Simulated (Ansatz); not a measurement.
# 3-layer 2H-MoTe2 (2H stacking) in a perpendicular field

Aim: how the 3-layer 2H-MoTe2 (2H stacking) screens a field along its normal, and what the field does to its bands. A positive field points along +c.

Calculated with Ansatz 0.2.0; plane-wave DFT, PBE-D3(BJ), Ansatz PAW.

### Step 1. Set-up

The cell holds 9 atoms: 6 Te and 3 Mo. Cell: a = 3.550 Å, b = 3.550 Å, c = 66.822 Å, α = 90.0°, β = 90.0°, γ = 120.0°. Regions: layer 1: 2H-MoTe2, 3 atoms (2 Te and 1 Mo); layer 2: 2H-MoTe2, 3 atoms (2 Te and 1 Mo); layer 3: 2H-MoTe2, 3 atoms (2 Te and 1 Mo). Vacuum lies along c.

### Step 2. Relaxing the slab

The starting cell is a guess, so the in-plane lattice and the atoms are relaxed first, with the slab cut off from its images along the normal.

Input file input.yaml:

```yaml
crystal:
  lattice:
    - [3.55, 0.0, 0.0]
    - [-1.775, 3.0743901834, 0.0]
    - [0.0, 0.0, 66.8223078927]
  atoms:
    - { symbol: Te, position: [0.3333333333, 0.6666666667, 0.365895773] }
    - { symbol: Mo, position: [0.0, 0.0, 0.3941356135] }
    - { symbol: Te, position: [0.3333333333, 0.6666666667, 0.422375454] }
    - { symbol: Te, position: [0.0, 0.0, 0.4717601595] }
    - { symbol: Mo, position: [0.3333333333, 0.6666666667, 0.5] }
    - { symbol: Te, position: [0.0, 0.0, 0.5282398405] }
    - { symbol: Te, position: [0.3333333333, 0.6666666667, 0.577624546] }
    - { symbol: Mo, position: [0.0, 0.0, 0.6058643865] }
    - { symbol: Te, position: [0.3333333333, 0.6666666667, 0.634104227] }
  periodic: [true, true, false]
kpoints:
  mp_grid: { grid: [12, 12, 1] }
hamiltonian:
  xc: pbe
  dispersion: d3bj
scf:
  occupations: { method: fermi_dirac, width: 0.05 }
  convergence: { dr2_threshold: 1.0e-09 }
relax:
  f_tol: 0.004
  max_steps: 90
  cell: {}
output:
  write_potential: true
  write_density: true
  volumetric_format: npy
```

Command:

```sh
ansatz run input.yaml --threads 4 --pin off --max-ram 8192MiB --backend cpu --events-out ev --progress --plain --runs-dir out
```

Numbers of over 12 decimals in the logs are rounded to 6 here.

Output:

```text
Warning: relax.cell: scf.convergence.dr2_threshold = 1e-9 eV is looser than the 1.15435632303e-10 eV advised for a relaxation that steers and ends on the stress (1e-10 eV for each atom of the cell: 9, times the square of relax.cell.stress_2d_tol = 0.05 N/m over 27.9 Å (the atoms' height at the walk's start and 5 Å past either face), 1.791e-2 GPa, over a crystal's default 0.05). What an SCF threshold leaves in a stress goes as its square root, and in the free energy as the threshold itself, and one threshold admits the most on a small cell: [figures from the program's tests cut] Set scf.convergence.dr2_threshold to 1.15435632303e-10 eV or tighter. [rest of the remark cut]
Engine: ansatz 0.2.0, x86_64-unknown-linux-gnu
Pseudopotentials: kind: paw
Pseudopotential: Te, paw, valence charge 16, recommended cutoff 420 eV (normal), Te.paw.azcp
Pseudopotential: Mo, paw, valence charge 14, recommended cutoff 420 eV (normal), Mo.paw.azcp
Functional definition: PBE
  parameter kappa = 0.804
  parameter beta = 0.066725
  exchange = pbe_x(kappa = kappa, mu = beta*pi^2/3)
  correlation = pbe_c(beta = beta)
Crystal: 9 atoms, lattice volume = 729.304 Å³
Basis set: ecut = 420 eV, 14101 PW (Γ), exchange–correlation on 48×48×900 points (8 copies of the dense FFT grid, shifted against one another)
Bands: 83, of which v1, the nominal top of the filled ones, is band 69 counted from 1 (68 counted from 0)
Symmetry: 12 space group operations
Space group: P-6m2 (ITA 187), of the structure as read, at distance tolerance 9.0e-5 Å
k-points: 19 of 144 (time reversal used)
Non-local potential: Te, projectors of the file, l = 0: 2, l = 1: 2, l = 2: 2, l = 3: 2
Non-local potential: Mo, projectors of the file, l = 0: 3, l = 1: 2, l = 2: 2, l = 3: 1
PAW form: soft (Blöchl's): semilocal exchange-correlation on the pseudo side does not see the compensation charge
PAW one-centre angular grid: Te, 590 points (default); XC on 64 Gauss nodes
PAW one-centre angular grid: Mo, 590 points (default); XC on 64 Gauss nodes
Initial density: superposition of atomic densities (neutral atoms: chi_scale 0, normalization atom), corrected by the library's trained network
Initial wavefunctions: pseudopotential atomic-orbital guess
Functional: x = pbe(κ = 0.804, μ = 0.219515), c = pbe(β = 0.066725)
SCF iter   1: F=—  HF=-56754.172279 eV  |F-HF|=—  |Δ(HF+E_count)|=         —  Δρ=2.60e-3  dr2=1.44e-1  ethr=1.77e-3  ⟨swp⟩=15.9  Hψ=9717  notcnv=0  defer=8
preconditioner: auto → Resta (q_TF=auto, 2.067 Å⁻¹)  ε∞=3.2  [insulator: Δε(μ)=0.756 eV  Ē_g=6.852 eV  σ=0.050 eV  W_gap=1.00  n_scr=84 (ndim 8)  ℏωp=10.1 eV  f_vac=0.674  D(μ)=0.00/eV (n_scr^D=0)  ε∞_Penn≈3.2  vacuum switching on, ρ_ref=3.4e-3 e/Å³]
SCF iter   2: F=—  HF=-56754.203140 eV  |F-HF|=—  |Δ(HF+E_count)|=   3.09e-2  Δρ=2.07e-3  dr2=3.30e-1  ethr=1.04e-4  ⟨swp⟩=3.9  Hψ=3400  notcnv=0  defer=58
SCF iter   3: F=—  HF=-56754.184313 eV  |F-HF|=—  |Δ(HF+E_count)|=   1.88e-2  Δρ=1.12e-3  dr2=9.61e-3  ethr=1.04e-4  ⟨swp⟩=3.6  Hψ=2574  notcnv=0  defer=55
SCF iter   4: F=—  HF=-56754.190596 eV  |F-HF|=—  |Δ(HF+E_count)|=   6.28e-3  Δρ=1.04e-3  dr2=3.19e-2  ethr=6.96e-6  ⟨swp⟩=3.1  Hψ=2730  notcnv=0  defer=51
SCF iter   5: F=—  HF=-56754.188002 eV  |F-HF|=—  |Δ(HF+E_count)|=   2.59e-3  Δρ=9.02e-5  dr2=6.29e-5  ethr=6.96e-6  ⟨swp⟩=2.9  Hψ=2182  notcnv=0  defer=51
SCF iter   6: F=—  HF=-56754.188006 eV  |F-HF|=—  |Δ(HF+E_count)|=   3.60e-6  Δρ=3.94e-5  dr2=1.38e-5  ethr=4.56e-8  ⟨swp⟩=4.0  Hψ=3688  notcnv=0  defer=51
SCF iter   7: F=—  HF=-56754.188017 eV  |F-HF|=—  |Δ(HF+E_count)|=   1.10e-5  Δρ=5.30e-5  dr2=7.73e-5  ethr=9.97e-9  ⟨swp⟩=3.1  Hψ=3350  notcnv=0  defer=51  recentre
SCF iter   8: F=—  HF=-56754.188018 eV  |F-HF|=—  |Δ(HF+E_count)|=   1.30e-6  Δρ=1.19e-5  dr2=2.00e-6  ethr=9.97e-9  ⟨swp⟩=3.0  Hψ=2562  notcnv=0  defer=51
SCF iter   9: F=—  HF=-56754.188133 eV  |F-HF|=—  |Δ(HF+E_count)|=   1.15e-4  Δρ=3.05e-6  dr2=1.03e-7  ethr=1.45e-9  ⟨swp⟩=3.3  Hψ=3245  notcnv=0  defer=51
SCF iter  10: F=—  HF=-56754.188133 eV  |F-HF|=—  |Δ(HF+E_count)|=   5.59e-8  Δρ=1.12e-6  dr2=1.02e-8  ethr=7.47e-11  ⟨swp⟩=3.1  Hψ=2652  notcnv=0  defer=51
SCF iter  11: F=—  HF=-56754.188133 eV  |F-HF|=—  |Δ(HF+E_count)|=   2.92e-8  Δρ=2.69e-7  dr2=1.15e-9  ethr=7.36e-12  ⟨swp⟩=3.3  Hψ=2852  notcnv=0  defer=51
SCF iter  12: F=—  HF=-56754.188133 eV  |F-HF|=—  |Δ(HF+E_count)|=   3.42e-9  Δρ=2.03e-7  dr2=5.19e-9  ethr=1.00e-12  ⟨swp⟩=11.7  Hψ=10528  notcnv=0  recentre
SCF iter  13: F=-56754.188133 eV  HF=-56754.188133 eV  |F-HF|=4.73e-10  |Δ(HF+E_count)|=  5.60e-10  Δρ=7.69e-8  dr2=1.45e-10  ethr=1.00e-12  ⟨swp⟩=8.2  Hψ=8720  notcnv=0
SCF 1 converged in 13 iterations: F = -56754.188133 eV  dr2 = 1.45e-10
  greatest PAW one-centre occupation: 0.998 electrons in one spin orbital (limit 2), on the Mo atom at site 4 (counted from 0), in its partial waves of l = 0
relax step   1: F+E_penalty+E_count = -56754.18813293 eV  Δ(F+E_penalty+E_count) = +0.000e0 eV  max|allowed force component| = 1.078e0 eV/Å  Δτ_max = 0.0000 Å  P = -10.587 N/m  Ω = 729.304 Å³  fix = [c, alpha, beta]  reactions: c -0.000 N/m  (13 SCF iters, accepted)
Crystal: 9 atoms, lattice volume = 709.151 Å³
Basis set: ecut = 420 eV, 13777 PW (Γ), exchange–correlation on 48×48×900 points (8 copies of the dense FFT grid, shifted against one another)
Initial density: handed on by an earlier stage of this run
Initial wavefunctions: those handed on with the density
iter 1 solved again at ethr=6.34e-4 eV; its pass at ethr=3.10e-3 eV (dr2=8.74e-1 eV) is discarded
SCF iter   1: F=—  HF=-56754.043112 eV  |F-HF|=—  |Δ(HF+E_count)|=         —  Δρ=8.02e-3  dr2=8.80e-1  ethr=6.34e-4  ⟨swp⟩=3.3  Hψ=10577  notcnv=0
preconditioner: auto → Resta (q_TF=auto, 2.077 Å⁻¹)  ε∞=2.9  [insulator: Δε(μ)=0.690 eV  Ē_g=7.427 eV  σ=0.050 eV  W_gap=1.00  n_scr=62 (ndim 8)  ℏωp=10.2 eV  f_vac=0.680  D(μ)=0.00/eV (n_scr^D=0)  ε∞_Penn≈2.9  vacuum switching on, ρ_ref=4.0e-3 e/Å³]
SCF iter   2: F=—  HF=-56754.037605 eV  |F-HF|=—  |Δ(HF+E_count)|=   5.51e-3  Δρ=6.76e-3  dr2=9.15e-1  ethr=6.34e-4  ⟨swp⟩=4.4  Hψ=2825  notcnv=0
SCF iter   3: F=—  HF=-56753.927775 eV  |F-HF|=—  |Δ(HF+E_count)|=   1.10e-1  Δρ=2.45e-3  dr2=3.19e-2  ethr=6.34e-4  ⟨swp⟩=3.2  Hψ=2721  notcnv=0  defer=67
SCF iter   4: F=—  HF=-56753.921227 eV  |F-HF|=—  |Δ(HF+E_count)|=   6.55e-3  Δρ=3.51e-4  dr2=5.39e-4  ethr=2.31e-5  ⟨swp⟩=3.4  Hψ=2670  notcnv=0  defer=72
SCF iter   5: F=—  HF=-56753.921334 eV  |F-HF|=—  |Δ(HF+E_count)|=   1.07e-4  Δρ=1.01e-4  dr2=2.85e-4  ethr=3.91e-7  ⟨swp⟩=4.1  Hψ=3725  notcnv=0  defer=72
[...]
relax step   5: F+E_penalty+E_count = -56754.53656651 eV  Δ(F+E_penalty+E_count) = -5.026e-3 eV  max|allowed force component| = 6.510e-2 eV/Å  Δτ_max = 0.1462 Å  P = +0.343 N/m  Ω = 706.722 Å³  energy of the carried Pulay correction = +1.312e-3 eV  fix = [c, alpha, beta]  reactions: c +0.000 N/m  (14 SCF iters, accepted)
[...]
relax step   6: F+E_penalty+E_count = -56754.53830780 eV  Δ(F+E_penalty+E_count) = -1.741e-3 eV  max|allowed force component| = 6.402e-3 eV/Å  Δτ_max = 0.0298 Å  P = +0.080 N/m  Ω = 708.437 Å³  energy of the carried Pulay correction = +1.210e-3 eV  fix = [c, alpha, beta]  reactions: c +0.000 N/m  (13 SCF iters, accepted)
[...]
relax step   7: F+E_penalty+E_count = -56754.53838838 eV  Δ(F+E_penalty+E_count) = -8.058e-5 eV  max|allowed force component| = 1.348e-3 eV/Å  Δτ_max = 0.0113 Å  P = +0.005 N/m  Ω = 708.521 Å³  energy of the carried Pulay correction = +1.206e-3 eV  fix = [c, alpha, beta]  reactions: c +0.000 N/m  (10 SCF iters, accepted)
Initial wavefunctions: pseudopotential atomic-orbital guess (no wavefunctions were taken with the density)
iter 1 solved again at ethr=2.25e-7 eV; its pass at ethr=3.10e-3 eV (dr2=3.11e-4 eV) is discarded
SCF iter   1: F=—  HF=-56754.536981 eV  |F-HF|=—  |Δ(HF+E_count)|=         —  Δρ=2.17e-5  dr2=4.76e-7  ethr=2.25e-7  ⟨swp⟩=6.7  Hψ=16852  notcnv=0
SCF iter   2: F=—  HF=-56754.537122 eV  |F-HF|=—  |Δ(HF+E_count)|=   1.41e-4  Δρ=1.08e-5  dr2=1.18e-7  ethr=3.45e-10  ⟨swp⟩=5.1  Hψ=4752  notcnv=0  defer=1
SCF iter   3: F=—  HF=-56754.537122 eV  |F-HF|=—  |Δ(HF+E_count)|=   1.91e-7  Δρ=2.67e-6  dr2=6.56e-8  ethr=8.52e-11  ⟨swp⟩=2.9  Hψ=3114  notcnv=0  defer=1
SCF iter   4: F=—  HF=-56754.537122 eV  |F-HF|=—  |Δ(HF+E_count)|=   6.17e-9  Δρ=1.72e-6  dr2=5.76e-8  ethr=4.75e-11  ⟨swp⟩=3.0  Hψ=2603  notcnv=0  defer=1
SCF iter   5: F=—  HF=-56754.537122 eV  |F-HF|=—  |Δ(HF+E_count)|=   2.76e-9  Δρ=6.99e-7  dr2=9.09e-9  ethr=4.17e-11  ⟨swp⟩=2.0  Hψ=1885  notcnv=0  defer=1
SCF iter   6: F=—  HF=-56754.537122 eV  |F-HF|=—  |Δ(HF+E_count)|=  3.71e-10  Δρ=2.07e-7  dr2=1.27e-9  ethr=6.58e-12  ⟨swp⟩=2.5  Hψ=2181  notcnv=0  defer=1
SCF iter   7: F=-56754.537122 eV  HF=-56754.537122 eV  |F-HF|=8.15e-10  |Δ(HF+E_count)|=  8.66e-10  Δρ=4.65e-8  dr2=4.61e-11  ethr=1.00e-12  ⟨swp⟩=18.0  Hψ=11842  notcnv=0
SCF 8 converged in 7 iterations: F = -56754.537122 eV  dr2 = 4.61e-11
relax step   8: F+E_penalty+E_count = -56754.53712229 eV  Δ(F+E_penalty+E_count) = +1.266e-3 eV  max|allowed force component| = 1.278e-3 eV/Å  Δτ_max = 0.0000 Å  P = +0.009 N/m  Ω = 708.521 Å³  fix = [c, alpha, beta]  reactions: c +0.000 N/m  stress off target by 8.92e-3 N/m on what of the cell is left free  SCF on the basis re-selected at this cell (its energy is not comparable with the rows above)  (7 SCF iters)
basis re-selected at this cell: Δ(F+E_penalty+E_count) = +1.266e-3 eV, ΔP = +0.004 N/m vs the last step (what re-selecting the basis moved, of the pressure what is left beyond the Pulay correction that the steps carried, after the strain that the cell walked since its last selection, with what the two solves' SCF thresholds leave and, on support functions, any second-order correction that the steps lacked; it is no m [...]
WARN: The output density's exchange-correlation potential varies sharply where the density is thin. Do not read a vacuum level from v_tot or v_xc, or from such a field of the output density. On a cell that repeats whose density bears no net charge and no dipole along the vacuum's axis use v_es (v_loc + v_h of the components); under efield.dipole_correction with no amplitude use v_es + v_field, which holds any externa [...]
dispersion: the relaxed geometry stands within reach of a switch of an atom's C6, across which e_disp changes (each atom's share, over what another start of this relaxation can change, counted as every distance, over a cell that relax.cell.fix or crystal.periodic holds in part: site 1 (Mo), some 0.19 eV, crossed with farther neighbours; site 4 (Mo), some 0.22 eV, crossed with farther neighbours; site 7 (Mo), some 0.19 eV, crossed with farther neighbours; some 0.60 eV in sum): a start on the other side of the switch can end at another minimum, lower or higher, and the walk did not compare the two: [rest of the remark cut]
SCF converged after 7 iterations
Free energy (F): -56754.537122 eV
Harris-Foulkes:  -56754.537122 eV  (|F-HF|=8.15e-10)
Internal energy: -56754.537071 eV  (E = F + TS)
E sigma→0 (E₀):  -56754.537097 eV
Entropy (-TS):   -0.000051 eV (-0.006 meV/atom)
Fermi energy:    -4.279978 eV
--- Per-component energies (eV) ---
  E_band       = -4083.422137
  E_kinetic    = 2415.064341
  E_local      = -1635055.521391  (includes V_loc(G=0)·N_el)
  E_nonlocal   = -1428.957273
  E_hartree    = 817008.959780
  E_xc         = -1299.346044
  E_vxc        = -1316.325937  (∫ρ·V_xc dr)
  E_paw        = -37580.931367  (= ΣΔE_a)
  E_vpaw       = -2715.597036  (= ΣTr[D̂ρ^β])
  E_aug_tail   = -0.000893  (compensation charges beyond the density's cutoff)
  E_ewald      = 799190.701612
  E_disp       = -4.505838  (pairwise vdW)
  E_smearing   = -0.000051  (= −TS)
  E_closure    = 0.000000  (closes the sum)
  Σ components = -56754.537122   (vs F -56754.537122, Δ=0.00e0)
--- Forces (eV/Å), atoms counted from 1 ---
  atom   1  Te     0.00000000     0.00000000     0.00029315
  atom   2  Mo    -0.00000000    -0.00000000     0.00004310
  atom   3  Te    -0.00000000     0.00000000    -0.00049452
  atom   4  Te     0.00000000    -0.00000000     0.00127780
  atom   5  Mo     0.00000000     0.00000000     0.00000000
  atom   6  Te    -0.00000000    -0.00000000    -0.00127780
  atom   7  Te    -0.00000000     0.00000000     0.00049452
  atom   8  Mo    -0.00000000    -0.00000000    -0.00004310
  atom   9  Te     0.00000000     0.00000000    -0.00029315
  max |Σ_I F_I| component: 2.78e-17 eV/Å
--- 2D stress c σ (N/m, compression-positive) ---
        0.008917       0.000000      -0.000000
        0.000000       0.008917      -0.000000
       -0.000000      -0.000000       0.000000
  P = ½ c Tr σ = 0.0089 N/m
--- Band table (eV; the first three rows and the last of 19) ---
  k-point 0: bands = [... 65 lower, -5.6344, -5.6074, -4.7140, -4.6426, -1.7454, -1.7454, -1.6868, -1.6868, ... 10 higher]
  k-point 1: bands = [... 65 lower, -5.5315, -5.5159, -4.7271, -4.6896, -2.1161, -2.0793, -2.0038, -1.9496, ... 10 higher]
  k-point 2: bands = [... 65 lower, -5.5582, -5.5422, -5.0946, -4.9903, -2.8402, -2.7643, -2.6503, -2.5685, ... 10 higher]
  k-point 18: bands = [... 65 lower, -6.5538, -4.9715, -4.8617, -4.7490, -3.6340, -3.6289, -3.6228, -3.4851, ... 10 higher]
  the weakly bound empty levels are not read free of the cell's end (no_gap_told)
--- Relaxed structure (7 steps of the walk, 6 accepted, 1 SCFs on fresh bases) ---
  F+E_penalty+E_count = -56754.53712229 eV   max|allowed force component| = 1.278e-3 eV/Å   (the final SCF, on the basis selected at the relaxed cell)
  cell:  # Å, volume = 708.5214 Å³
    - [3.499052, -2.8281690728092787e-18, 0]
    - [-1.749526, 3.030268, 0]
    - [0, 0, 66.8223078927]
  atoms:
    - { symbol: Te, position: [0.333333, 0.666667, 0.370293] }
    - { symbol: Mo, position: [-1.1649040379206996e-18, -2.1701890401338497e-17, 0.397480] }
    - { symbol: Te, position: [0.333333, 0.666667, 0.424698] }
    - { symbol: Te, position: [-3.6814951561188096e-19, -2.1701890401338497e-17, 0.472817] }
    - { symbol: Mo, position: [0.333333, 0.666667, 0.500000] }
    - { symbol: Te, position: [3.6814951561183166e-19, -2.1701890401338497e-17, 0.527183] }
    - { symbol: Te, position: [0.333333, 0.666667, 0.575302] }
    - { symbol: Mo, position: [1.1649040379207365e-18, -2.1701890401338497e-17, 0.602520] }
    - { symbol: Te, position: [0.333333, 0.666667, 0.629707] }
```

It took 11 min on 4 threads of Intel Xeon at 2.50GHz (Skylake/Cascade Lake), shared host; peak memory 2 GiB.

Step by step:

```csv
step,energy less that of the first step (eV),largest force component (eV/Å),volume (Å³)
1,0.0000,1.0779,729.30
2,0.2667,1.8341,709.15
3,-0.3221,0.2499,706.80
4,-0.3434,0.0647,708.45
5,-0.3484,0.0651,706.72
6,-0.3502,0.0064,708.44
7,-0.3503,0.0013,708.52
8*,-0.3490,0.0013,708.52
```

Relaxation steps marked * repeat the geometry before them on a plane-wave basis chosen anew for their cell, so energy and pressure can jump there. Relaxation step 2 was tried and not accepted.

The run keeps the 12 symmetry operations that it works with, so distortions that break them were not tested.

```
cell as run  before  after  change
      a (Å)   3.550  3.499  -1.4 %
      b (Å)   3.550  3.499  -1.4 %
```

The atoms that moved most (Å, along periodic axes as changes of fractional coordinates times the final cell, across vacuum about the mean position):

| atom | dx | dy | dz | length |
| --- | --- | --- | --- | --- |
| Te9 | 0.000 | 0.000 | -0.294 | 0.294 |
| Te1 | 0.000 | 0.000 | 0.294 | 0.294 |
| Mo8 | 0.000 | 0.000 | -0.223 | 0.223 |
| Mo2 | 0.000 | 0.000 | 0.223 | 0.223 |
| Te7 | 0.000 | 0.000 | -0.155 | 0.155 |
| Te3 | 0.000 | 0.000 | 0.155 | 0.155 |
| Te4 | 0.000 | 0.000 | 0.071 | 0.071 |
| Te6 | 0.000 | 0.000 | -0.071 | 0.071 |

Final coordinates:

```cif
data_structure
_symmetry_space_group_name_H-M 'P 1'
_symmetry_Int_Tables_number 1
_cell_length_a 3.4991
_cell_length_b 3.4991
_cell_length_c 66.8223
_cell_angle_alpha 90.000
_cell_angle_beta 90.000
_cell_angle_gamma 120.000
_cell_volume 708.52
loop_
_atom_site_label
_atom_site_type_symbol
_atom_site_fract_x
_atom_site_fract_y
_atom_site_fract_z
_atom_site_occupancy
Te1 Te 0.33333 0.66667 0.37029 1
Mo2 Mo 0.00000 0.00000 0.39748 1
Te3 Te 0.33333 0.66667 0.42470 1
Te4 Te 0.00000 0.00000 0.47282 1
Mo5 Mo 0.33333 0.66667 0.50000 1
Te6 Te 0.00000 0.00000 0.52718 1
Te7 Te 0.33333 0.66667 0.57530 1
Mo8 Mo 0.00000 0.00000 0.60252 1
Te9 Te 0.33333 0.66667 0.62971 1
```

The lattice constant a goes from 3.550 to 3.499 Å.

(Part 1 of 2 ends here.)

[Logs are printed without paths, hosts, clocks, repeated set-up lines and the standing remarks that a program may print on its own settings, such as how far it seeks lower states.]

[Hosts, paths, dates, database ids (printed as entryN), source tags and the programs' standing remarks are cut or masked in the printed files.]

[Maps of the electrostatic potential energy from Ansatz leave out the sawtooth potential of an applied field or a dipole correction, so their vacuum need not be flat; planar profiles and work functions include it.]
